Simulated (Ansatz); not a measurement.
Runs of Ansatz 0.2.0 on Ge. Symmetry: Fmmm, No. 69, orthorhombic system. Conventional cell: a = 5.261 Å, b = 5.771 Å, c = 10.231 Å, α = 90.00°, β = 90.00°, γ = 90.00°. Ge (site symmetry m2m) is surrounded by 5 Ge at 2.61 to 2.73 Å. Ge (site symmetry mm2) is surrounded by 6 Ge at 2.71 to 2.96 Å. This isn't the form of Ge at room conditions, which is diamond.

```csv
task,level,cell,cutoff (eV),points for each segment of the path,gap on the mesh (eV),pressure (GPa),relaxed volume (Å³/atom),largest force (eV/Å)
band structure,LDA,as given,420,14,none,-5.3,-,0.12
band structure,PBEsol,as given,420,14,none,-3.7,-,0.09
band structure,r2SCAN,as given,500,14,none,-2.6,-,(a)
relaxation of cell and atoms,BLYP+D3(BJ),relaxed,420,-,none,0.0,19.41,0.01
band structure,revPBE,as given,420,14,none,(b),-,0.07
band structure,RPBE,as given,420,14,none,(c),-,0.07
relaxation of cell and atoms,BLYP+D4,relaxed,420,-,none,0.0,23.52,-
band structure,BLYP,as given,420,14,none,6.0,-,0.12
```

Alike in all rows: potentials or basis Ansatz PAW; no spin polarisation; k mesh 5 × 5 × 5; smearing fermi-dirac 0.05 eV.

Problem. Fill in the values left out.

Solution. (a) 0.21; (b) 1.0; (c) 1.5.

Caveats: the PAW data sets come from PBE, with cores solved anew for the run's functional, which leaves a small shift of forces and pressure; the plane-wave basis is chosen anew once the cell has moved, so the energies of steps on either side of that aren't comparable (some runs); pairwise dispersion overbinds metals, which lowers pressure and volume (some runs); the volume moved by over 15 % at a fixed basis, so the end points are rough (some runs).

A k mesh can miss the band edges, and the runs leave out spin-orbit coupling on Ge.

A gap of «none» marks a metal or a gap under the smearing width.

Runs at the PBE level aren't shown here.
